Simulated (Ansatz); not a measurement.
BaSnO$_{3}$ (cubic perovskite)

```
BaSnO3
1.0
    4.17621     0.00000     0.00000
    0.00000     4.17621     0.00000
    0.00000     0.00000     4.17621
Ba Sn O
1 1 3
Direct
  0.00000   0.00000   0.00000
  0.50000   0.50000   0.50000
  0.00000   0.50000   0.50000
  0.50000   0.50000   0.00000
  0.50000   0.00000   0.50000
```

This relaxed cell (volume V₀) is scaled evenly in all directions, its shape held. Symmetry pins the atoms to their sites.

Computed with PBE (plane waves to 420 eV, PAW, scalar-relativistic; Ansatz, a first-principles code). k mesh 8×8×8 (Γ-centred), Fermi-Dirac smearing 0.05 eV. E stands for the smeared free energy. Stress and pressure are positive under compression. BaSnO3 was relaxed with its symmetry unable to fall. The PAW data are Ansatz's earlier set. ΔE is measured from the relaxed starting cell.

| V (Å³/atom) | ΔE (meV/atom) |
|---|---|
| 13.111 | 75.0 |
| 13.353 | 50.2 |
| 13.596 | 31.1 |
| 13.839 | withheld |
| 14.082 | 7.2 |
| 14.324 | 1.7 |
| 14.567 | 0.0 |
| 14.810 | 1.6 |
| 15.053 | 6.3 |
| 15.296 | 13.6 |
| 15.538 | 23.5 |
| 15.781 | 35.6 |
| 16.024 | 49.7 |

Question: Fit a third-order Birch-Murnaghan form (E₀, V₀, B₀, B₀′ free) to the given rows and predict ΔE at V = 13.839.

Answer: Least squares on the 12 given rows: ΔE = E₀ + (9V₀B₀/16)·y²·[2 + (B₀′ − 4)y], y = (V₀/V)^(2/3) − 1, with V₀ = 14.569 Å³/atom, B₀ = 133.0 GPa (160.2 GPa = 1 eV/Å³; the term in eV is multiplied by 1000), B₀′ = 5.10, E₀ = -0.01 meV/atom; root-mean-square residual 0.05 meV/atom. At 13.839 the fit gives 16.8 meV/atom; the calculation gives 16.8 meV/atom, the same to the digits shown. For the pressure the fit gives 7.8 GPa against the computed 7.8 GPa.

(A scan under strain: stresses follow from slopes of the energy per volume, elastic moduli from its curvatures.)
